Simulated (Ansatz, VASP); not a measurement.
## Be: VASP beside Ansatz

```xyz
2
Lattice="2.2295 0.0000 0.0000 -1.1148 1.9308 0.0000 0.0000 0.0000 3.5083" Properties=species:S:1:pos:R:3 pbc="T T T"
Be    0.0000    1.2872    0.8771
Be    1.1148    0.6436    2.6312
```

Alike in both runs: task single point; functional LDA; k mesh 16 × 16 × 9; occupations methfessel-paxton of order 1, width 0.2 eV; no spin polarisation.

```csv
,VASP,Ansatz
version,VASP 6.6.1,Ansatz 0.2.0
potentials or method,"VASP PAW LDA potentials, release 64 (Be)","plane waves (420 eV) with PAW, scalar-relativistic"
plane-wave cutoff (eV),520,420
valence electrons in the cell,4,4
```

VASP gave:

* pressure (GPa): 0.4
* largest component of the traceless stress (GPa): 0.08

**Question.** What did Ansatz give for the same quantities?

**Answer.** Pressure (GPa): 0.0; largest component of the traceless stress (GPa): 0.09.

Ansatz warned: «pseudo_functional_mismatch».
